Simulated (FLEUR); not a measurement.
## GaN under changes of volume

One of the cells (11.444 Å³/atom); the others are scaled copies at fixed shape and fractional positions:

```
Ga N
1.0
     0.00000    2.25350    2.25350
     2.25350    0.00000    2.25350
     2.25350    2.25350    0.00000
Ga N
1 1
Direct
  0.00000 0.00000 0.00000
  0.25000 0.25000 0.25000
```

The cell is a database's computed one.

- Program: FLEUR MaX-R8.1 (later development tree)
- Functional: SCAN
- Potentials or basis: all-electron
- Basis: FLAPW
- Kmax: 5.21 1/bohr
- k mesh: 10 × 10 × 10
- Occupations: fermi-dirac, width 0.05 eV
- Spin: no spin polarisation

```tsv
volume (Å³/atom)	energy over the lowest point (meV/atom)	gap on the mesh (eV)
10.757	20.06	2.51
10.986	?	?
11.444	0.00	2.08
11.902	14.89	1.81
12.131	29.15	1.68
```

**Question.** What does the run at 10.986 Å³/atom give?

**Answer.** Energy over the lowest point 6.93 meV/atom; gap on the mesh 2.37 eV.

Worked out: A Birch-Murnaghan fit of order 2 (a polynomial in V^(-2/3)) to the other rows has its minimum at 11.35 Å³/atom with B0 = V·E''(V) = 196 GPa. It gives 6.95 meV/atom at 10.986 Å³/atom, against the run's 6.93. A straight line through the other rows of the gap, of slope -6.91 eV per unit of ln V (its deformation potential), gives 2.36 eV, against the run's 2.37.

Energies are extrapolated to zero smearing.

Caveats: the meta-GGA is that of a development version, with a GGA for the radial functions and cores and without core tails.

Spin-orbit coupling on Ga is left out.
